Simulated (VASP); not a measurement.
Crystal: InP.

```xyz
2
Lattice="0.0000 2.9305 2.9305 2.9305 0.0000 2.9305 2.9305 2.9305 0.0000" Properties=species:S:1:pos:R:3 pbc="T T T"
In    0.0000    0.0000    0.0000
P     4.3957    4.3957    4.3957
```

* Program: VASP 6.6.1
* Task: relaxation of cell and atoms
* Functional: HSE06
* Potentials or basis: VASP PAW PBE potentials, release 64 (In_d, P)
* Cutoff: 600 eV
* k mesh: 4 × 4 × 4
* Occupations: fermi-dirac, width 0.05 eV
* Spin: no spin polarisation

At the start: pressure 1.6 GPa; volume 25.17 Å³/atom.

How do energy, volume and symmetry change on relaxing?

Over 3 steps the energy falls by 2.9 meV/atom and the volume is 25.75 Å³/atom (+2.3 %); space group F-43m (No. 216, to 0.05 Å).

Step by step:
| step | energy change (eV) | largest force (eV/Å) | pressure (GPa) | volume (Å³) |
| --- | --- | --- | --- | --- |
| 1 | 0.0000 | 0.0000 | 1.58 | 50.33 |
| 2 | -0.0038 | 0.0000 | -0.89 | 52.17 |
| 3 | -0.0058 | 0.0000 | -0.02 | 51.49 |

Final structure:
```yaml
crystal:
  lattice:
    - [0.00000, 2.95281, 2.95281]
    - [2.95281, 0.00000, 2.95281]
    - [2.95281, 2.95281, 0.00000]
  atoms:
    - { symbol: In, position: [0.00000, 0.00000, 0.00000] }
    - { symbol: P, position: [0.75000, 0.75000, 0.75000] }
```

Caveat: the k mesh is coarse (spacing up to 0.46 Å⁻¹), so the values aren't converged, least of all with exact exchange; the PAW data sets were made with another functional, which shifts forces and pressure a little.
